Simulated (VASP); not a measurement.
# BP (F-43m) in VASP: notebook, part 2 of 3

VASP 6.6.1.

## 4. G0W0 quasiparticle levels, PBE

File POSCAR:

```
BP
1.0
    0.0000000000      2.2690000000      2.2690000000
    2.2690000000      0.0000000000      2.2690000000
    2.2690000000      2.2690000000      0.0000000000
P B
1 1
Direct
    0.7500000000      0.7500000000      0.7500000000
    0.0000000000      0.0000000000      0.0000000000
```

File INCAR.step1:

```
PREC = Accurate ; ENCUT = 350
EDIFF = 1E-8 ; ISMEAR = 0
SIGMA = 0.01 ; LREAL = False
LASPH = True ; NELM = 80
ALGO = Normal ; LWAVE = True
LCHARG = False ; GGA = PE
```

File INCAR.step2:

```
PREC = Accurate ; ENCUT = 350
EDIFF = 1E-8 ; ISMEAR = 0
SIGMA = 0.01 ; LREAL = False
LASPH = True ; NELM = 1
ALGO = Exact ; LWAVE = True
LCHARG = False ; GGA = PE
NBANDS = 32 ; LOPTICS = True
ISTART = 1
```

File INCAR.step3:

```
PREC = Accurate ; ENCUT = 350
EDIFF = 1E-8 ; ISMEAR = 0
SIGMA = 0.01 ; LREAL = False
LASPH = True ; ALGO = EVGW0
LWAVE = False ; LCHARG = False
GGA = PE ; NELMGW = 1
NBANDS = 32 ; ENCUTGW = 150
NOMEGA = 48 ; PRECFOCK = Fast
ISTART = 1 ; NBANDSGW = 12
```

File KPOINTS:

```
Automatic mesh
0
Gamma
  3 3 3
```

Potentials or basis: VASP PAW PBE potentials, release 64 (P_GW, B_GW).

Started as:

```
$ cat potpaw_PBE.64/P_GW/POTCAR potpaw_PBE.64/B_GW/POTCAR > POTCAR
$ cp INCAR.step1 INCAR
$ mpirun -np 1 vasp_std > vasp.out
$ cp INCAR.step2 INCAR
$ mpirun -np 1 vasp_std > vasp.out
$ cp INCAR.step3 INCAR
$ mpirun -np 1 vasp_std > vasp.out
```

OUTCAR:

```text
PREC = Accurate
   ENCUT = 350
   EDIFF = 1E-8
   ISMEAR = 0
   LREAL = False
   LASPH = True
   GGA = PE
   NELMGW = 1
   ENCUTGW = 150
   PRECFOCK = Fast
   ISTART = 1

 Found      4 irreducible k-points:

 Following reciprocal coordinates:
            Coordinates               Weight
  0.000000  0.000000  0.000000      1.000000
  0.333333  0.000000  0.000000      8.000000
  0.333333  0.333333  0.000000      6.000000
 -0.333333  0.333333  0.000000     12.000000
   k-points           NKPTS =      4   k-points in BZ     NKDIM =     27   number of bands    NBANDS=     32
   number of dos      NEDOS =    301   number of ions     NIONS =      2
   total plane-waves  NPLWV =   8000
   dimension x,y,z NGX =    20 NGY =   20 NGZ =   20
   dimension x,y,z NGXF=    40 NGYF=   40 NGZF=   40
   ions per type =               1   1
   NGX,Y,Z   is equivalent  to a cutoff of  10.36, 10.36, 10.36 a.u.
   NGXF,Y,Z  is equivalent  to a cutoff of  20.72, 20.72, 20.72 a.u.
 SYSTEM =  unknown system
   PREC   = accura    normal or accurate (medium, high low for compatibility)
   ISTART =      1    job   : 0-new  1-cont  2-samecut
   ICHARG =      0    charge: 1-file 2-atom 10-const
   ISPIN  =      1    spin polarized calculation?
   LNONCOLLINEAR =      F non collinear calculations
   LSORBIT =      F    spin-orbit coupling
   LASPH  =      T    aspherical Exc in radial PAW
   ENCUT  =  350.0 eV  25.72 Ry    5.07 a.u.   4.89  4.89  4.89*2*pi/ulx,y,z
   NELM   =     60;   NELMIN=  2; NELMDL=  0     # of ELM steps
   EDIFF  = 0.1E-07   stopping-criterion for ELM
   LREAL  =      F    real-space projection
   EDIFFG = 0.1E-06   stopping-criterion for IOM
   NSW    =      0    number of steps for IOM
   IBRION =     -1    ionic relax: 0-MD 1-quasi-New 2-CG
   NFREE  =      0    steps in history (QN), initial steepest desc. (CG)
   ISIF   =      0    stress and relaxation
   ISYM   =      3    0-nonsym 1-usesym 2-fastsym
   POTIM  = 0.5000    time-step for ionic-motion
   TEBEG  =    0.0;   TEEND  =   0.0 temperature during run
   PSTRESS=    0.0 pullay stress
   NELECT =       8.0000    total number of electrons
   NUPDOWN=      -1.0000    fix difference up-down
   EMIN   =  10.00;   EMAX   =-10.00  energy-range for DOS
   EFERMI =   0.00;   METHOD = LEGACY
   ISMEAR =     0;   SIGMA  =   0.01  broadening in eV -4-tet -1-fermi 0-gaus
   EFERMI_NEDOS =   21; number of points for ismear=-14 and -15
   IALGO  =     38    algorithm
   IMIX   =      4    mixing-type and parameters
     AMIX     =   0.40;   BMIX     =  1.00
     AMIX_MAG =   1.60;   BMIX_MAG =  1.00
  volume/ion in A,a.u.               =      11.68        78.83
  Fermi-wavevector in a.u.,A,eV,Ry     =   1.145320  2.164342 17.847562  1.311759
  Thomas-Fermi vector in A             =   2.282009
   LORBIT       =      0    0 simple, 1 ext, 2 COOP (PROOUT), +10 PAW based schemes
   GGA     = PE    functional components
   LHFCALC =     T    Hartree Fock is set to
   PRECFOCK=fast      Normal, Fast or Accurate (Low or Medium for compatibility)
   ENCUT4O =  -1.0   cutoff for four orbital integrals eV
   NKREDX  =     1    reduce k-point grid by
   NKREDY  =     1    reduce k-point grid by
   NKREDZ  =     1    reduce k-point grid by
   AEXX    =    1.0000 exact exchange contribution
   HFSCREEN=    0.0000 screening length (either q_TF or 0.3 A-1)
   HFSCREENC=   0.0000 screening length for correlation (either q_TF or 0.3 A-1)
   ENCUTFOCK=  -1.0 apply spherical cutoff to Coloumb kernel
   IVDW    =     0    specifies the selected vdW correction
   LEPSILON=     F    determine dielectric tensor
   LRPA    =     F    only Hartree local field effects (RPA)
   LRPAFORCE           =     F    calculate RPA forces
   ENCUTGW             = 150.0    cutoff for response function in eV
   ENCUTGWSOFT         = 120.0    soft cutoff for Coulomb kernel in GW response function in eV
   ENCUTLF             =  -1.0    cutoff for local field effects
   NELMGW              =     1    number of iterations in solving QP/BSE equation
   NELMHF              =     1    number of iterations in the inner HF iteration
   NKREDLFX            =     1    NKREDLFY  =   1   NKREDLFZ  =   1
 non-spin polarized calculation
 Gauss-broadening in eV      SIGMA  =   0.01
  energy-cutoff  :      350.00
  volume of cell :       23.36
 maximum number of plane-waves:       353
  NGX = 12; NGY = 12; NGZ = 12
   NGX =  9   NGY =  9   NGZ =  9
 maximum number of plane-waves:       113

 QP shifts <psi_nk| G(iteration)W_0 |psi_nk>: iteration 1
 for sc-GW calculations column KS-energies equals QP-energies in previous step
 and V_xc(KS)=  KS-energies - (<T + V_ion + V_H > + <T+V_H+V_ion>^1  + <V_x>^1)

 k-point   1 :       0.0000    0.0000    0.0000
  band No.  KS-energies  QP-energies   sigma(KS)   V_xc(KS)     V^pw_x(r,r')   Z            occupation Imag(sigma)

      1      -8.2556      -8.8299     -12.8335     -12.0448     -20.4112       0.7282       2.0000       1.5027
      2       7.2443       7.1206     -13.4894     -13.3329     -15.6947       0.7903       2.0000       0.0771
      3       7.2443       7.1206     -13.4894     -13.3329     -15.6947       0.7903       2.0000       0.0771
      4       7.2443       7.1206     -13.4894     -13.3329     -15.6947       0.7903       2.0000       0.0771
      5      10.6005      11.3127     -11.1446     -12.0588      -6.6991       0.7791       0.0000      -0.1128
      6      10.6005      11.3127     -11.1446     -12.0588      -6.6991       0.7791       0.0000      -0.1128
      7      10.6005      11.3127     -11.1446     -12.0588      -6.6991       0.7791       0.0000      -0.1128
      8      14.6208      15.3897     -11.7454     -12.7419      -5.8637       0.7716       0.0000      -0.2631
      9      18.7360      18.8724      -9.1730      -9.3463      -3.2093       0.7870       0.0000      -0.3920
     10      19.2029      20.1129     -10.5641     -11.7520      -4.8875       0.7661       0.0000      -0.2712
     11      19.2029      20.1129     -10.5641     -11.7520      -4.8875       0.7661       0.0000      -0.2712
     12      22.8589      23.3388      -9.2616      -9.8652      -2.7221       0.7949       0.0000      -0.7663

 k-point   2 :       0.3333    0.0000    0.0000
  band No.  KS-energies  QP-energies   sigma(KS)   V_xc(KS)     V^pw_x(r,r')   Z            occupation Imag(sigma)

      1      -6.3374      -6.8776     -12.9995     -12.2501     -19.8751       0.7209       2.0000       1.1195
      2       0.4829       0.0433     -12.7785     -12.1922     -16.7990       0.7498       2.0000       0.2813
      3       5.7661       5.5615     -13.3190     -13.0565     -15.8320       0.7796       2.0000       0.0914
      4       5.7661       5.5615     -13.3190     -13.0565     -15.8320       0.7796       2.0000       0.0914
      5      11.1129      11.7287     -11.2964     -12.0858      -6.5530       0.7801       0.0000      -0.1237
      6      12.0504      12.7842     -10.8903     -11.8325      -6.1150       0.7788       0.0000      -0.1322
      7      12.0504      12.7842     -10.8903     -11.8325      -6.1150       0.7788       0.0000      -0.1322
      8      17.3397      17.9097     -10.2195     -10.9707      -3.9914       0.7588       0.0000      -0.3644
      9      19.0063      19.7877     -10.4314     -11.4352      -4.5842       0.7784       0.0000      -0.3787
     10      19.0063      19.7877     -10.4314     -11.4352      -4.5842       0.7784       0.0000      -0.3787
     11      20.6566      21.0992      -9.9305     -10.5027      -3.6863       0.7735       0.0000      -0.4829
     12      24.9960      25.6700     -10.4039     -11.2983      -3.3552       0.7535       0.0000      -0.8061

 k-point   3 :       0.3333    0.3333    0.0000
  band No.  KS-energies  QP-energies   sigma(KS)   V_xc(KS)     V^pw_x(r,r')   Z            occupation Imag(sigma)

      1      -5.6610      -6.2333     -13.0485     -12.2897     -19.6325       0.7542       2.0000       1.0189
      2       1.6275       1.2224     -13.4345     -12.9019     -17.2492       0.7608       2.0000       0.2404
      3       3.7304       3.4111     -12.9873     -12.5715     -16.0358       0.7682       2.0000       0.1280
      4       3.7304       3.4111     -12.9873     -12.5715     -16.0358       0.7682       2.0000       0.1280
      5       8.5798       9.0357     -10.4824     -11.0566      -6.2812       0.7941       0.0000      -0.0915
      6      10.4958      10.9289      -9.9126     -10.4581      -5.2513       0.7941       0.0000      -0.1061
      7      16.8178      17.8106     -11.4650     -12.7493      -5.5689       0.7730       0.0000      -0.3324
      8      16.8178      17.8106     -11.4650     -12.7493      -5.5689       0.7730       0.0000      -0.3324
      9      20.8946      21.8110     -11.4447     -12.6475      -4.7085       0.7619       0.0000      -0.5811
     10      21.8851      22.8683     -10.6487     -11.9034      -4.3614       0.7835       0.0000      -0.5470
     11      24.4360      25.0886     -10.3722     -11.2333      -3.5070       0.7578       0.0000      -0.7445
     12      26.9789      27.9411     -10.7692     -12.0354      -3.5575       0.7599       0.0000      -1.1507

 k-point   4 :      -0.3333    0.3333    0.0000
  band No.  KS-energies  QP-energies   sigma(KS)   V_xc(KS)     V^pw_x(r,r')   Z            occupation Imag(sigma)

      1      -3.8235      -4.2932     -13.3506     -12.7145     -19.3036       0.7384       2.0000       0.7458
      2      -0.6113      -1.1282     -13.2039     -12.5135     -17.8974       0.7487       2.0000       0.4151
      3       0.8732       0.4182     -12.2251     -11.6316     -15.7547       0.7666       2.0000       0.2190
      4       4.1683       3.8682     -13.0838     -12.6951     -16.0033       0.7721       2.0000       0.1201
      5       9.8353      10.3172     -10.3025     -10.9095      -5.8145       0.7938       0.0000      -0.1039
      6      15.4347      16.1233     -10.7040     -11.5954      -5.2859       0.7726       0.0000      -0.2318
      7      15.7433      16.6729     -11.1380     -12.3397      -5.3372       0.7736       0.0000      -0.2990
      8      16.9760      17.8258     -11.3713     -12.4891      -5.3050       0.7603       0.0000      -0.3413
      9      17.6293      18.4623     -11.0530     -12.1382      -5.1109       0.7676       0.0000      -0.3379
     10      18.8716      19.6349     -10.3949     -11.3639      -4.7716       0.7876       0.0000      -0.3561
     11      25.9080      26.7663     -10.9241     -12.0790      -3.4859       0.7432       0.0000      -0.9316
     12      27.2892      27.7804      -9.5129     -10.1496      -2.6170       0.7714       0.0000      -0.9756
```

Wall time 13 s (1 thread of Intel Xeon Platinum 8375C at 2.90GHz (Ice Lake), shared host); peak memory 0.14 GiB.

These settings aren't checked as converged: the numbers below hold their error.

Results:

| Quantity | Value |
| --- | --- |
| Band gap on the k mesh, mean-field level | 1.34 eV, indirect (least direct gap 3.36 eV) |
| Quasiparticle gap | 1.92 eV |
| Least direct quasiparticle gap | 4.19 eV |

Caveat: the k mesh is coarse (spacing up to 0.80 Å⁻¹), so the values aren't converged; bands, screening cutoff and mesh are small and nothing is extrapolated, so the quasiparticle values aren't converged; an odd mesh through Γ misses points on the zone boundary, where band edges often lie.

## 5. G0W0 quasiparticle levels, PBE

POSCAR is that of step 4.

INCAR.step1: that of step 4 with these lines changed.

```diff
@@ -1,2 +1,2 @@
-PREC = Accurate ; ENCUT = 350
+PREC = Accurate ; ENCUT = 450
 EDIFF = 1E-8 ; ISMEAR = 0
```

File INCAR.step2:

```
PREC = Accurate ; ENCUT = 450
EDIFF = 1E-8 ; ISMEAR = 0
SIGMA = 0.01 ; LREAL = False
LASPH = True ; NELM = 1
ALGO = Exact ; LWAVE = True
LCHARG = False ; GGA = PE
NBANDS = 60 ; LOPTICS = True
ISTART = 1
```

File INCAR.step3:

```
PREC = Accurate ; ENCUT = 450
EDIFF = 1E-8 ; ISMEAR = 0
SIGMA = 0.01 ; LREAL = False
LASPH = True ; ALGO = EVGW0
LWAVE = False ; LCHARG = False
GGA = PE ; NELMGW = 1
NBANDS = 60 ; ENCUTGW = 75
NOMEGA = 48 ; PRECFOCK = Fast
ISTART = 1 ; NBANDSGW = 12
```

KPOINTS is that of step 4.

Potentials or basis: VASP PAW PBE potentials, release 64 (P_GW, B_GW).

Started as:

```
$ cat potpaw_PBE.64/P_GW/POTCAR potpaw_PBE.64/B_GW/POTCAR > POTCAR
$ cp INCAR.step1 INCAR
$ mpirun -np 1 vasp_std > vasp.out
$ cp INCAR.step2 INCAR
$ mpirun -np 1 vasp_std > vasp.out
$ cp INCAR.step3 INCAR
$ mpirun -np 1 vasp_std > vasp.out
```

OUTCAR:

```text
PREC = Accurate
   ENCUT = 450
   EDIFF = 1E-8
   ISMEAR = 0
   LREAL = False
   LASPH = True
   GGA = PE
   NELMGW = 1
   ENCUTGW = 75
   PRECFOCK = Fast
   ISTART = 1

 Found      4 irreducible k-points:

 Following reciprocal coordinates:
            Coordinates               Weight
[... 87 lines left out ...]
      2       7.2423       7.0573     -13.5665     -13.3323     -15.6940       0.7900       2.0000       0.0908
      3       7.2423       7.0573     -13.5665     -13.3323     -15.6940       0.7900       2.0000       0.0908
      4       7.2423       7.0573     -13.5665     -13.3323     -15.6940       0.7900       2.0000       0.0908
      5      10.5996      11.1396     -11.3647     -12.0587      -6.6990       0.7782       0.0000      -0.1032
      6      10.5996      11.1396     -11.3647     -12.0587      -6.6990       0.7782       0.0000      -0.1032
      7      10.5996      11.1396     -11.3647     -12.0587      -6.6990       0.7782       0.0000      -0.1032
      8      14.6211      15.2707     -11.8977     -12.7388      -5.8616       0.7723       0.0000      -0.2508
      9      18.7364      18.6535      -9.4510      -9.3455      -3.2088       0.7857       0.0000      -0.4074
     10      19.2001      19.8773     -10.8703     -11.7529      -4.8887       0.7672       0.0000      -0.2644
     11      19.2001      19.8773     -10.8703     -11.7529      -4.8887       0.7672       0.0000      -0.2644
     12      22.8563      23.0295      -9.6480      -9.8669      -2.7229       0.7913       0.0000      -0.7819
[... 36 lines left out ...]
      1      -3.8247      -4.2920     -13.3472     -12.7142     -19.3027       0.7382       2.0000       0.7488
      2      -0.6121      -1.1722     -13.2614     -12.5124     -17.8964       0.7478       2.0000       0.4173
      3       0.8718       0.3282     -12.3413     -11.6314     -15.7545       0.7656       2.0000       0.2253
      4       4.1665       3.7987     -13.1709     -12.6946     -16.0028       0.7722       2.0000       0.1320
      5       9.8351      10.1341     -10.5318     -10.9091      -5.8143       0.7923       0.0000      -0.1004
      6      15.4335      15.9232     -10.9604     -11.5956      -5.2861       0.7710       0.0000      -0.2218
      7      15.7422      16.4722     -11.3937     -12.3392      -5.3371       0.7721       0.0000      -0.2834
      8      16.9753      17.6490     -11.6008     -12.4877      -5.3046       0.7596       0.0000      -0.3256
      9      17.6280      18.2609     -11.3112     -12.1376      -5.1107       0.7658       0.0000      -0.3207
     10      18.8698      19.3957     -10.6947     -11.3649      -4.7725       0.7848       0.0000      -0.3453
     11      25.9044      26.5119     -11.2626     -12.0791      -3.4867       0.7440       0.0000      -0.9042
     12      27.2862      27.4796      -9.8987     -10.1504      -2.6179       0.7684       0.0000      -0.9583
```

Run time: 15 s. Hardware: 1 thread of Intel Xeon Platinum 8375C at 2.90GHz (Ice Lake), shared host; peak memory 0.16 GiB.

The run converged, but some of its settings lie outside the range that counts as converged, so its numbers aren't taken as properties of the crystal.

What came out:

```
Band gap on the k mesh, mean-field level : 1.34 eV, indirect (least direct gap 3.36 eV)
Quasiparticle gap                        : 1.80 eV
Least direct quasiparticle gap           : 4.08 eV
```

Caveat: the k mesh is coarse (spacing up to 0.80 Å⁻¹), so the values aren't converged; bands, screening cutoff and mesh are small and nothing is extrapolated, so the quasiparticle values aren't converged; an odd mesh through Γ misses points on the zone boundary, where band edges often lie.

(Part 2 of 3 ends here.)
